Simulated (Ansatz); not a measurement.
The system is CoO.

```
Co O
1.0
    -1.50800    1.50800    2.10725
     1.50800   -1.50800    2.10725
     1.50800    1.50800   -2.10725
Co O
1 1
Direct
  0.00000 0.00000 0.00000
  0.50000 0.50000 0.00000
```

Base run:

- Program: Ansatz 0.2.0
- Functional: PBE
- Potentials or basis: all-electron LAPW, scalar-relativistic
- Cutoff: 369 eV (chosen from the basis error)
- Basis error allowed: 0.001 eV/atom
- k mesh: 12 × 12 × 12
- Occupations: gaussian, width 0.02 eV
- Spin: collinear spin, ferromagnetic start
- Starting moments: [2.0, 0.0] μB

Its results: band gap on the k mesh none (metal or under the smearing width); pressure 0.0 GPa; net moment 2.94 μB per cell; site moments Co +2.60; O +0.33 μB.

Question: The run is repeated on the same cell with these changes: functional from PBE to PBEsol; occupations from gaussian, width 0.02 eV to gaussian, width 0.1 eV. What comes out?

Answer: Band gap on the k mesh none (metal or under the smearing width); pressure -9.1 GPa; net moment 2.95 μB per cell; site moments Co +2.59; O +0.34 μB.

Caveats: a cell with one magnetic atom can't hold antiferromagnetic order, which such compounds often take; semilocal functionals often make such compounds metallic where correlation or magnetic order opens a gap, which also shifts bond lengths.
